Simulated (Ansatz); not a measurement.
Crystal: GaP.

```
CELL_PARAMETERS angstrom
0.00000 2.72525 2.72525
2.72525 0.00000 2.72525
2.72525 2.72525 0.00000
ATOMIC_POSITIONS crystal
Ga 0.00000 0.00000 0.00000
P 0.75000 0.75000 0.75000
```

Base run:

| Quantity | Value |
| --- | --- |
| Program | Ansatz 0.2.0 |
| Functional | PBE |
| Potentials or basis | all-electron LAPW, scalar-relativistic |
| Cutoff | 254 eV |
| Density cutoff | 1014 eV |
| Basis error allowed | 0.002 eV/atom |
| k mesh | 6 × 6 × 6 |
| Occupations | fermi-dirac, width 0.04 eV |
| Spin | no spin polarisation |

Its results: band gap on the k mesh 1.65 eV, indirect (least direct gap 1.83 eV); pressure 2.5 GPa.

**Question.** The run is repeated on the same cell with these changes: k mesh from 6 × 6 × 6 to 5 × 5 × 5. What comes out?

**Answer.** Band gap on the k mesh 1.60 eV, indirect (least direct gap 1.83 eV); pressure 2.6 GPa.

Caveats: an odd mesh through Γ misses points on the zone boundary, where band edges often lie (some runs).

Not every run made on this cell is shown here.
